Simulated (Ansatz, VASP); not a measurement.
**Si23BHO48 (B-H pair in alpha-quartz): VASP beside Ansatz**

Wanted: the spread between two codes on one cell, functional and k mesh. The cell is taken from a series of runs on this material, whose earlier steps may have relaxed, scaled, displaced or heated it; both programs get it as it stands.

Method: plane waves, with VASP 6.6.1 beside it; single point at HSE06, in Ansatz 0.2.0.

## Step 1: Starting point

The cell holds 73 atoms: 23 Si, 48 O, 1 B and 1 H. Cell: a = 10.037 Å, b = 10.037 Å, c = 11.018 Å, α = 90.0°, β = 90.0°, γ = 120.0°. It derives from SiO2 (SiO2 (P3_221)). Nearest the centre at fractional (0.246, 0.226, 0.471): B72 at 1.05 Å, O24 at 1.41 Å, O29 at 1.74 Å, O32 at 1.75 Å, O33 at 1.78 Å, H73 at 1.94 Å, Si1 at 2.82 Å, Si6 at 3.06 Å.

## Step 2: VASP: single point, HSE06

With cell and atoms fixed, the geometry can't cause a difference; cores, projectors, grids and the points listed under the comparison can.

Lines of VASP's logs that name or quote its potential files are left out, and so is its time.

The run reads the wave functions of an earlier VASP run, which isn't shown here.

Input file INCAR:

```
SYSTEM = Si23BHO48
PREC = Accurate
ENCUT = 520
EDIFF = 1E-06
NELM = 100
ISMEAR = -1
SIGMA = 0.01
LREAL = Auto
ALGO = Normal
LHFCALC = .TRUE.
AEXX = 0.25
GGA = PE
HFSCREEN = 0.208
LASPH = .TRUE.
NBANDS = 243
PRECFOCK = Fast
LORBIT = 11
LWAVE = .FALSE.
LCHARG = .FALSE.
ISIF = 2
```

Input file POSCAR:

```
Si23BHO48
1.0
   10.0366768470      0.0000000000      0.0000000000
   -5.0183384235      8.6920171190      0.0000000000
    0.0000000000      0.0000000000     11.0179479838
Si O B H
23 48 1 1
Direct
    0.2337328195      0.9865251684      0.3297938944
    0.0017008148      0.2474781953      0.1690312020
    0.2587951523      0.2618617659      0.9990803020
    0.2420263583      0.0026837999      0.8349415575
    0.0098181536      0.2560957926      0.6687038234
    0.2461855142      0.4964374015      0.3429331929
    0.9935947834      0.7261211858      0.1589717682
    0.2653459614      0.7658832644      0.9998303501
    0.2567835534      0.5109178036      0.8305023553
    0.0042446679      0.7398146139      0.6700191497
    0.2632490784      0.7595449254      0.5033212326
    0.7475470286      0.9998785386      0.3352887999
    0.4955562089      0.2377456120      0.1677634348
    0.7592405033      0.2621124031      0.0027471791
    0.7554358592      0.0087386395      0.8334553631
    0.4888587185      0.2465160306      0.6624806458
    0.7541155699      0.2571429387      0.5018961044
    0.7415984160      0.4939999005      0.3292845454
    0.4985892571      0.7387659613      0.1727461367
    0.7556913739      0.7580685876      0.9991101131
    0.7377124106      0.4996712655      0.8318822059
    0.5132883151      0.7493302716      0.6635639507
    0.7712421167      0.7610437828      0.4959955803
    0.1813248761      0.1000786854      0.3901744651
    0.3726355762      0.0826112185      0.2363812352
    0.4105956548      0.2901458414      0.0706434219
    0.1202915850      0.2157431453      0.0937156975
    0.0912879101      0.3740715566      0.2732616451
    0.3004330376      0.4173439176      0.4436626008
    0.2065435862      0.1238555234      0.9025378211
    0.3721117800      0.0893916833      0.7325292524
    0.4002991154      0.3028587085      0.5724724300
    0.1386416832      0.2377425083      0.5948289314
    0.0972552294      0.3965661182      0.7631094355
    0.2984512204      0.4180382922      0.9283433813
    0.2122236058      0.6204106555      0.4081491904
    0.3804460666      0.5821923964      0.2423414224
    0.4090821107      0.7960130209      0.0840082484
    0.1121554391      0.6969468375      0.0816504869
    0.0854213245      0.8529027428      0.2615066530
    0.2911152414      0.9113668022      0.4320213053
    0.2356201707      0.6412530879      0.8966253966
    0.3953177433      0.5924641392      0.7332962905
    0.4212693323      0.7972454985      0.5699056249
    0.1294775344      0.7090709421      0.6039914363
    0.0860902427      0.8727889876      0.7711396506
    0.3002104437      0.9244022809      0.9347807153
    0.7115731924      0.1153449809      0.4107592655
    0.8764471694      0.0893276788      0.2330300066
    0.9142265945      0.3030769712      0.0765150720
    0.6182263464      0.2058926013      0.0975458656
    0.5810126457      0.3722712003      0.2672669048
    0.7959704406      0.4098695909      0.4253474726
    0.7194628868      0.1278905663      0.9042834138
    0.8994021480      0.0991027362      0.7419475728
    0.9037183529      0.2920566441      0.5802043326
    0.6075093384      0.2137628238      0.5870759717
    0.5829213072      0.3792830988      0.7620797267
    0.7858972952      0.4138436712      0.9316805628
    0.7218636453      0.6251501175      0.3980522399
    0.8699095212      0.5688003991      0.2239678171
    0.9073919584      0.7868080858      0.0708043635
    0.6158779867      0.7083551169      0.0937083581
    0.5910704676      0.8709468350      0.2728967950
    0.8152403137      0.9201001404      0.4260005635
    0.7062300936      0.6238160224      0.8993854340
    0.8758784696      0.5842663831      0.7347446213
    0.9239176445      0.7932077724      0.5685157079
    0.6323729344      0.7162449374      0.5896577003
    0.6046077392      0.8890913088      0.7579528286
    0.7964746009      0.9162686174      0.9318858235
    0.2772413678      0.3149397684      0.5342358509
    0.0596164689      0.0435134163      0.4196452308
```

Input file KPOINTS:

```
Automatic mesh
0
Gamma
1 1 1
0 0 0
```

PAW data sets: Si, O, B and H (PBE family, release 64).

Command:

```console
$ export OMP_NUM_THREADS=3
$ mpirun -np 1 vasp_gam
```

Numbers of over 12 decimals in the logs are rounded to 6 here.

The log of the run:

```text
[banner, memory and clock lines left out]
running    1 mpi-ranks, on    1 nodes
[...]
Offloading initialized ...    1 GPUs detected
[...]
LDA part: xc-table for (Slater+PW92), standard interpolation
 found WAVECAR, reading the header
 POSCAR, INCAR and KPOINTS ok, starting setup
[...]
reading WAVECAR
 the WAVECAR file was read successfully
 initial charge from wavefunction
 entering main loop
       N       E                     dE             d eps       ncg     rms          rms(c)
DAV:   1    -0.702978622811E+03   -0.70298E+03   -0.11409E+01   556   0.864E+00    0.156E+01
DAV:   2    -0.703065191294E+03   -0.86568E-01   -0.42276E-01   572   0.134E+00    0.113E+01
DAV:   3    -0.703028682459E+03    0.36509E-01   -0.37294E-02   580   0.383E-01    0.676E+00
DAV:   4    -0.703020534667E+03    0.81478E-02   -0.12695E-02   564   0.205E-01    0.386E+00
[...]
DAV:   9    -0.703016988142E+03    0.17421E-04   -0.14167E-05   564   0.106E-02    0.227E-01
DAV:  10    -0.703016985357E+03    0.27845E-05   -0.47348E-06   524   0.630E-03    0.129E-01
DAV:  11    -0.703016985937E+03   -0.57955E-06   -0.16222E-06   364   0.410E-03
   1 F= -.70301699E+03 E0= -.70301699E+03  d E =-.465944E-13
```

From OUTCAR (step 2):

```text
  Total      -12.1645978     -4.3267551     -6.4382542     -3.3749164      3.0007980      0.5380783
  in kB      -20.2766920     -7.2120987    -10.7316740     -5.6255161      5.0019127      0.8969016
  external PRESSURE =     -12.7401549 kB  Pullay stress =       0.0000000 kB

 POSITION                                       TOTAL-FORCE (eV/Angst)
 -----------------------------------------------------------------------------------
     -2.60482      8.57489      3.63365        -0.077448     -0.023403      0.042731
     -1.22486      2.15108      1.86238         0.039355      0.019503     -0.004920
      1.28333      2.27611     11.00781         0.005691      0.005163      0.015315
      2.41567      0.02333      9.19934        -0.004522      0.007947      0.001821
     -1.18663      2.22599      7.36774         0.014311      0.005036      0.000670
     -0.02041      4.31504      3.77842         0.008494     -0.026591      0.009353
      6.32847      6.31146      1.75154         0.027763      0.024486      0.025332
     -1.18027      6.65707     11.01608         0.000083      0.010144      0.003693
      0.01330      4.44091      9.15043        -0.006690      0.006014      0.014273
     -3.67004      6.43048      7.38224         0.047744     -0.015260      0.026563
     -1.16951      6.60198      5.54557        -0.015693      0.051126     -0.032492
      2.48516      8.69096      3.69419        -0.143882      0.076147     -0.122389
      3.78065      2.06649      1.84841        -0.028840     -0.050242      0.025385
      6.30488      2.27829      0.03027        -0.006023      0.010009      0.004591
[...]
-----------------------------------------------------------------------------------
    total drift:                               -0.007873     -0.008117      0.017123

  FREE ENERGIE OF THE ION-ELECTRON SYSTEM (eV)
  ---------------------------------------------------
  free  energy   TOTEN  =      -703.0169859368 eV

  energy  without entropy=     -703.0169859368  energy(sigma->0) =     -703.01698594

[... 3 further parts left out ...]
[key lines of the parts left out:]
E-fermi :  -0.3167
```

The run ends at a pressure of -1.27 GPa, with forces up to 4.4 eV/Å.

(Continued in part 2 of 2.)

[Lines on the potential files, build, host, timing and source positions are cut from VASP's logs without a mark.]

[Logs are printed without paths, hosts, clocks, repeated set-up lines and the standing remarks that a program may print on its own settings, such as how far it seeks lower states.]

[Hosts, paths, dates, database ids (printed as entryN), source tags and the programs' standing remarks are cut or masked in the printed files.]
